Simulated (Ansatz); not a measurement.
**Mg$_{2}$Sn: pressure against volume, fitted**

```
CELL_PARAMETERS angstrom
0.00000 3.37950 3.37950
3.37950 0.00000 3.37950
3.37950 3.37950 0.00000
ATOMIC_POSITIONS crystal
Mg 0.25000 0.25000 0.25000
Mg 0.75000 0.75000 0.75000
Sn 0.00000 0.00000 0.00000
```

Atoms are numbered in the order listed.

The cell is COD entry 1537878, as deposited and not checked against the literature; nothing was relaxed.

Spin–orbit coupling is left out, though it moves levels of the heavy atoms by tenths of an eV or more.

All numbers below come from DFT, LDA, all-electron LAPW, scalar-relativistic (Ansatz 0.2.0).

Sampling and basis: a Γ-centred 11×11×11 k mesh, Fermi–Dirac smearing of 0.08 eV, basis error target 0.5 meV/atom, no spin polarisation.

The cell is scaled evenly. Fractional coordinates are held (clamped ions).

```csv
V (Å³/atom),P (GPa)
24.188,0.96
24.702,-0.06
25.217,-0.97
25.474,-1.39
25.732,-1.79
25.989,-2.17
26.246,-2.52
26.761,-3.18
```

Fit a third-order Birch–Murnaghan curve to the pressures.

P = (3B0/2)(y^(7/2) − y^(5/2))[1 + (3/4)(B0′ − 4)(y − 1)] with y = (V0/V)^(2/3) fits within 0.01 GPa for V0 = 24.671 Å³/atom, B0 = 46.5 GPa and B0′ = 4.27.

Predict the pressure at the withheld volume, 27.275 Å³/atom.

There y = 0.9353, so the fit gives -3.77 GPa; the run gave -3.76 GPa.
